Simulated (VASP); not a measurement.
Input of a VASP 6.6.1 run:

The input INCAR:

```
SYSTEM = H4CO
ALGO = Normal
EDIFF = 1E-6
ENCUT = 520
GGA = PE
ISIF = 2
ISMEAR = -1
LASPH = .TRUE.
LCHARG = .TRUE.
LELF = .TRUE.
LREAL = Auto
LVHAR = .TRUE.
LWAVE = .FALSE.
NBANDS = 66
NELM = 100
PREC = Accurate
SIGMA = 0.05
```

File KPOINTS:

```
k-points
0
G
  1 1 1
  0 0 0
```

File POSCAR:

```
H4CO
1.0
    7.3803230000      0.0000000000      0.0000000000
    0.0000000000      7.3803230000      0.0000000000
    0.0000000000      0.0000000000      7.3803230000
C O H
6 6 24
Direct
    0.5907170750      0.6662328463      0.0542847239
    0.3640507330      0.5266679032      0.6853670565
    0.4867168245      0.2078267747      0.1647792157
    0.8955002096      0.1910273243      0.7039802383
    0.1521447348      0.8905588733      0.4227606579
    0.9614282710      0.4168168337      0.2670329958
    0.6127577927      0.8450274313     -0.0182588244
    0.3472613254      0.4758046476      0.4971043496
    0.3254010659      0.1496506008      0.0737104615
    0.8899745650      0.3651798546      0.7854872512
    0.2614938498      0.7961109504      0.2951022317
    0.9754834993      0.2774317414      0.1310071819
    0.4470498036      0.6302133635      0.0347740456
    0.7389021104      0.8797678991      0.0002227977
    0.6765111442      0.5670755678     -0.0174608582
    0.6189818200      0.6622655469      0.2020110587
    0.2477444265      0.6146529457      0.7163254249
    0.4414765157      0.3876017221      0.4702941950
    0.3572995259      0.4062271547      0.7743715094
    0.4907219932      0.6013069712      0.7087844896
    0.4735590567      0.3546700070      0.1859605815
    0.3338368678      0.0172838451      0.0665627275
    0.5019124706      0.1382044976      0.2965200600
    0.6090005200      0.1821075237      0.0827860465
    0.8123102127      0.1925338497      0.5798069432
    0.9202852091      0.3455454978      0.9161031170
    1.0350873699      0.1519815914      0.6660312936
    0.8397460235      0.0851740539      0.7943913796
    0.1088662563      1.0176006612      0.3584906550
    0.3021451262      0.6824712477      0.3517870608
    0.0293224392      0.8135976685      0.4611298134
    0.2277113909      0.9236586024      0.5475670911
    0.8182681749      0.4277948847      0.3045623345
    1.1028631602      0.2367898243      0.1216605493
    1.0405338151      0.3825124800      0.3883379461
    1.0085372214      0.5485990125      0.2145496984
```

Potentials or basis: VASP PAW PBE potentials, release 64 (C, O, H).

Run with:

```console
$ cat potpaw_PBE.64/C/POTCAR potpaw_PBE.64/O/POTCAR potpaw_PBE.64/H/POTCAR > POTCAR
$ mpirun -np 1 vasp_gam > vasp.out
```

(1) Estimate the largest force.

(2) What does it give for the pressure?

Results:

(1) 0.245 eV/Å.

(2) 0.0 GPa.
